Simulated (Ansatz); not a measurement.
# P: the cost of one run

Program: Ansatz 0.2.0. Level of theory: DFT PBE, scalar-relativistic, plane waves, PAW. These are calculated values, not measurements.

## 1. The system as given

It takes space group Fddd (No. 70, orthorhombic). The conventional cell has a = 3.136 Å, b = 6.497 Å, c = 10.477 Å, α = 90.00°, β = 90.00°, γ = 90.00°. P (site symmetry 2) has 4 P at 2.11 to 2.17 Å as nearest neighbours.

As a file:

```
P
1.0
     0.00000    3.24828    5.23864
     1.56777    0.00000    5.23864
     1.56777    3.24828    0.00000
P
4
Direct
  0.81733 0.81733 0.18267
  0.06733 0.06733 0.43267
  0.18267 0.18267 0.81733
  0.43267 0.43267 0.06733
```

Recipe of the guess: 4-connected net of one element (Fddd, No. 70). Its size is a rough estimate.

## 2. Probe: one point on a coarse mesh

input.yaml reads:

```yaml
crystal:
  lattice:
    - [0.0, 3.24828065, 5.23863556]
    - [1.56776736, 0.0, 5.23863556]
    - [1.56776736, 3.24828065, 0.0]
  atoms:
    - { symbol: P, position: [0.81733054, 0.81733054, 0.18266946] }
    - { symbol: P, position: [0.06733054, 0.06733054, 0.43266946] }
    - { symbol: P, position: [0.18266946, 0.18266946, 0.81733054] }
    - { symbol: P, position: [0.43266946, 0.43266946, 0.06733054] }
basis:
  ecutwfc: 420
kpoints:
  mp_grid: { grid: [6, 6, 6] }
hamiltonian:
  xc: pbe
scf:
  occupations: { method: gaussian, width: 0.1 }
  lower_state_search: "off"
output:
  forces: true
  stress: true
  eigenvalues: true
```

Command:

```bash
> ansatz run input.yaml --threads 1 --pin off --max-ram 2560MiB --backend cpu --events-out ev --progress --plain --runs-dir out
```

Q: Estimate wall time and peak memory on 1 thread of Arm Neoverse V1, shared host.

About 3.2 s, with a peak of 0.32 GiB.
